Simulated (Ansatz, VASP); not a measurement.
**One calculation of SnTe, two programs**

```
Te Sn
1.0
     0.00000    3.15085    3.15085
     3.15085    0.00000    3.15085
     3.15085    3.15085    0.00000
Te Sn
1 1
Direct
  0.50000 0.50000 0.50000
  0.00000 0.00000 0.00000
```

Alike in both runs: task single point; functional PBE exchange alone; k mesh 7 × 7 × 7; occupations fermi-dirac, width 0.05 eV; no spin polarisation.

```csv
,VASP,Ansatz
version,VASP 6.6.1,Ansatz 0.2.0
potentials or method,"VASP PAW PBE potentials, release 64 (Te, Sn_d)",Ansatz PAW
plane-wave cutoff (eV),520,420
valence electrons in the cell,20,30
```

```tsv
	VASP	Ansatz	Ansatz less VASP
gap on the k mesh at the Fermi level (eV)	0.68	0.68	+0.002
least direct gap on the mesh (eV)	0.68	0.68	+0.002
pressure (GPa)	11.2	11.2	0.00
```

With one functional, cell and mesh, what is left measures potentials, basis and numerics. The two sets of potentials don't hold the same shells in valence.

Caveats: the PAW data sets come from PBE, with cores solved anew for the run's functional, which leaves a small shift of forces and pressure (Ansatz). The runs have no spin-orbit coupling, so splittings on Te are missing.
